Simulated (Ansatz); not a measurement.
## Ta in Ansatz: the effect of target pressure

Ta:

```
Ta
1.0
     2.90037    0.00000    0.00000
    -1.45019    2.51180    0.00000
     0.00000    0.00000    5.16627
Ta
2
Direct
  0.33333 0.66667 0.25000
  0.66667 0.33333 0.75000
```

This isn't the form of Ta at room conditions, which is bcc.

Alike in all runs:

```yaml
Program: Ansatz 0.2.0
Task: relaxation of cell and atoms
Functional: PBEsol
Potentials_or_basis: all-electron LAPW, scalar-relativistic
Basis_error_allowed: 0.001 eV/atom
k_mesh: 11 × 11 × 5
Occupations: fermi-dirac, width 0.05 eV
Spin: no spin polarisation
```

Each run relaxes the cell or the atoms first.

| target pressure | relaxed volume (Å³/atom) |
| --- | --- |
| 0 GPa | 18.10 |
| 5 GPa | 17.68 |
| 10 GPa | 17.29 |
| 20 GPa | ? |
| 30 GPa | 16.08 |

Task: What does the run with target pressure 20 GPa give?

Result: Relaxed volume 16.64 Å³/atom.

Worked out: In Murnaghan's law V^(-B') rises as a straight line in P. The other rows fit best with B' = 3.8, V0 = 18.10 Å³/atom and B0 = 201 GPa, which gives 16.63 Å³/atom at 20 GPa, against the run's 16.64.
